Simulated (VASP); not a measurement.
Results of a VASP single-point calculation on Te2Mo (strained 2H (MoS2) bulk)

POSCAR

```
Mo Te
 1.0000000000000000
     3.4712885225786656    0.0000000000000000    0.0000000000000000
    -1.7356442612893328    3.0062240444184765    0.0000000000000000
     0.0000000000000000    0.0000000000000000   13.8931385268999996
 Mo  Te
   2   4
Cartesian
  0.0000000000000000  2.0041493629456513  3.4732846317250008
  1.7356442612893330  1.0020746814728256 10.4198538951749988
  1.7356442612893330  1.0020746814728256  5.2876846351955233
  1.7356442612893330  1.0020746814728256  1.6588846282544769
  0.0000000000000000  2.0041493629456513 12.2342538986455249
  0.0000000000000000  2.0041493629456513  8.6054538917044763
```

* gap between bands v and c: 0.70 eV
* least direct gap: 1.11 eV
* largest force: 0.25 eV/Å

Band v is the last that the valence electrons fill when counted band by band, and c is the next. Levels in eV from the top of v:

```json
{"point": "Γ", "v−1": "-0.31", "v": "0.00", "c": "3.10", "c+1": "3.10"}
{"point": "M", "v−1": "-0.47", "v": "-0.14", "c": "1.42", "c+1": "1.48"}
{"point": "K", "v−1": "-0.28", "v": "0.00", "c": "1.10", "c+1": "1.13"}
{"point": "A", "v−1": "-0.08", "v": "-0.08", "c": "3.14", "c+1": "3.14"}
{"point": "L", "v−1": "-0.31", "v": "-0.31", "c": "1.45", "c+1": "1.45"}
{"point": "H", "v−1": "-0.17", "v": "-0.17", "c": "1.14", "c+1": "1.14"}
```

Task: Which of these levels of theory gave these results?
A. PBEsol
B. PBE0
C. r²SCAN
D. PBE
E. PBE with spin–orbit coupling
F. HSE06
G. LDA

Result: D.

The INCAR was:

```
LCHARG = .TRUE.
NBANDS = 35
EDIFF = 1E-7
NELM = 120
ISMEAR = -1
LELF = .TRUE.
IBRION = -1
ENCUT = 520
PREC = Accurate
SIGMA = 0.02
LASPH = .TRUE.
LWAVE = .FALSE.
LREAL = .FALSE.
ISIF = 2
GGA = PE
NSW = 0
```
